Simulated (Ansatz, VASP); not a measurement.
**Two plane-wave programs on Ge**

Contents of INCAR:

```
  PREC = Accurate
  ENCUT = 520
  EDIFF = 1E-6
  ISMEAR = -1
  SIGMA = 0.1
  LREAL = False
  LASPH = True
  NELM = 60
  ALGO = Normal
  ISIF = 2
  LWAVE = False
  LCHARG = False
  GGA = PS
  NBANDS = 36
```

KPOINTS

```
regular mesh
0
Gamma
  7 7 4
```

File POSCAR:

```
Ge
1.0
    3.9975860000      0.0000000000      0.0000000000
   -1.9987930000      3.4620110000      0.0000000000
    0.0000000000      0.0000000000      6.5993780000
Ge
4
Direct
    0.6666666667      0.3333333333      0.0629010000
    0.3333333333      0.6666666667      0.5629010000
    0.6666666667      0.3333333333      0.4370990000
    0.3333333333      0.6666666667      0.9370990000
```

Input for Ansatz:

```yaml
crystal:
  lattice:
    - [3.997586, 0.0, 0.0]
    - [-1.998793, 3.462011, 0.0]
    - [0.0, 0.0, 6.599378]
  atoms:
    - { symbol: Ge, position: [0.6666666666666666, 0.3333333333333333, 0.062901] }
    - { symbol: Ge, position: [0.3333333333333333, 0.6666666666666666, 0.562901] }
    - { symbol: Ge, position: [0.6666666666666666, 0.3333333333333333, 0.437099] }
    - { symbol: Ge, position: [0.3333333333333333, 0.6666666666666666, 0.937099] }
basis:
  ecutwfc: 500.0
kpoints:
  mp_grid:
    grid: [7, 7, 4]
hamiltonian:
  xc: pbesol
  pseudopotentials:
    kind: paw
scf:
  occupations:
    method: fermi_dirac
output:
  stress: true
```

This isn't the form of Ge at room conditions, which is diamond.

Alike in both runs: task single point; functional PBEsol; k mesh 7 × 7 × 4; no spin polarisation.

|  | VASP | Ansatz |
| --- | --- | --- |
| version | VASP 6.6.1 | Ansatz 0.2.0 |
| potentials or method | VASP PAW PBE potentials, release 64 (Ge_d) | plane waves, PAW |
| plane-wave cutoff (eV) | 520 | 500 |
| occupations | fermi-dirac, width 0.1 eV | fermi-dirac |
| valence electrons in the cell | 56 | 56 |

Ansatz gave:

| Property | Result |
| --- | --- |
| pressure (GPa) | 0.0 |
| largest component of the traceless stress (GPa) | 0.32 |

Q: Which values does VASP return?

A: Pressure (GPa): -0.1; largest component of the traceless stress (GPa): 0.32.

Caveats: the PAW data sets were made with another functional, which shifts forces and pressure a little (VASP).
